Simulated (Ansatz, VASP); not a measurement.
## Two plane-wave programs on TiN

```
Ti N
1.0
     0.00000    2.12342    2.12342
     2.12342    0.00000    2.12342
     2.12342    2.12342    0.00000
Ti N
1 1
Cartesian
  0.0000 0.0000 0.0000
  2.1234 2.1234 2.1234
```

Alike in both runs: functional PBE; k mesh 18 × 18 × 18; occupations gaussian, width 0.1 eV; no spin polarisation.

Ansatz relaxed the structure, and its values are those at the end. VASP's run is a single point on that final structure, the one shown.

|  | VASP | Ansatz |
| --- | --- | --- |
| version | VASP 6.6.1 | Ansatz 0.2.0 |
| potentials or method | VASP PAW PBE potentials, release 64 (Ti_sv, N) | scalar-relativistic, plane waves, PAW |
| plane-wave cutoff (eV) | 520 | 420 |
| valence electrons in the cell | 17 | 17 |

Ansatz gave:

```
gap on the k mesh at the Fermi level (eV) : none
pressure (GPa)                            : 0.0
```

Q: Estimate VASP's values.

A: gap on the k mesh at the Fermi level (eV): none; pressure (GPa): 0.4.

A gap of «none» marks a metal or a gap that the smearing closes. The functional is the same, so the differences come from potentials, cutoffs and numerics.
